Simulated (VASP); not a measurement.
## O2SiH2: atomic charges with PBE+TS

The system is O2SiH2, in a box.

```
O Si H
1.0
    13.00000    0.00000    0.00000
     0.00000   11.00000    0.00000
     0.00000    0.00000   11.00000
O Si H
2 1 2
Direct
  0.37237 0.49878 0.49029
  0.56308 0.52543 0.52153
  0.46708 0.43645 0.56690
  0.38863 0.56737 0.43928
  0.62963 0.50719 0.55469
```

```json
{"Program": "VASP 6.6.1", "Task": "atomic charges", "Functional": "PBE", "Dispersion": "TS", "Potentials or basis": "VASP PAW PBE potentials, release 64 (O, Si, H)", "Cutoff": "520 eV", "k mesh": "1 × 1 × 1", "Occupations": "gaussian, width 0.01 eV", "Spin": "no spin polarisation", "Further INCAR settings": "ALGO = Normal; EDIFF = 1e-07"}
```

```json
{
 "Largest force": "0.610 eV/Å",
 "Gap between the frontier levels": "4.03 eV",
 "Valence electrons inside the program's atomic spheres": "O 5.18; Si 1.62; H 0.75, 0.76",
 "Hirshfeld charges": "O -0.29; Si +0.26; H +0.16 e",
 "Dispersion energy per atom": "-0.001 eV"
}
```

Forces on the atoms (eV/Å):
```
O   -0.496 -0.266  0.099
O   -0.112  0.350 -0.310
Si  -0.034 -0.477  0.378
H    0.072  0.478 -0.369
H    0.570 -0.085  0.202
```

Levels at points of the mesh, in eV from the valence-band top:
| k point | band 5 | band 6 | band 7 | band 8 | band 9 | band 10 | band 11 | band 12 | band 13 |
| --- | --- | --- | --- | --- | --- | --- | --- | --- | --- |
| (0.00, 0.00, 0.00) | -3.71 | -2.98 | -2.70 | -1.92 | 0.00 | 4.03 | 5.19 | 5.44 | 6.18 |

Wall time 2.4 min on 1 thread of Intel(R) Xeon(R) Platinum 8259CL CPU @ 2.50GHz (Skylake/Cascade Lake) (shared host), peak memory 1.2 GiB.

A hybrid or GW would open this gap; PBE tends to underestimate it.
